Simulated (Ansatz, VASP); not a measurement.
## BN: VASP beside Ansatz

```
B N
1.0
     2.50399   -0.01252   -0.01252
    -1.26284    2.17478   -0.00458
    -0.03331   -0.03331    6.66120
B N
2 2
Direct
  0.33333 0.66667 0.25000
  0.66667 0.33333 0.75000
  0.33333 0.66667 0.75000
  0.66667 0.33333 0.25000
```

Change from the starting cell: equal xy, yz and zx shear strains of -1 %.

Alike in both runs: task single point; functional PBE; k mesh 11 × 11 × 4; occupations fermi-dirac, width 0.02 eV; no spin polarisation.

|  | VASP | Ansatz |
| --- | --- | --- |
| version | VASP 6.6.1 | Ansatz 0.2.0 |
| potentials or method | VASP PAW PBE potentials, release 64 (B, N), cutoff 520 eV | all-electron LAPW, scalar-relativistic |

|  | VASP | Ansatz | Ansatz less VASP |
| --- | --- | --- | --- |
| gap on the k mesh at the Fermi level (eV) | 4.30 | 4.30 | 0.000 |
| pressure (GPa) | 3.4 | 3.3 | -0.10 |
| largest component of the traceless stress (GPa) | 3.74 | 3.73 | -0.009 |
| rms of the force components (eV/Å) | 0.073 | 0.073 | -0.0002 |

Atom by atom the forces differ by 0.000 eV/Å (rms over components). Ansatz ran all-electron here, so the differences hold the error of VASP's frozen core and of both bases.

Caveats: an odd mesh through Γ misses points on the zone boundary, where band edges often lie.
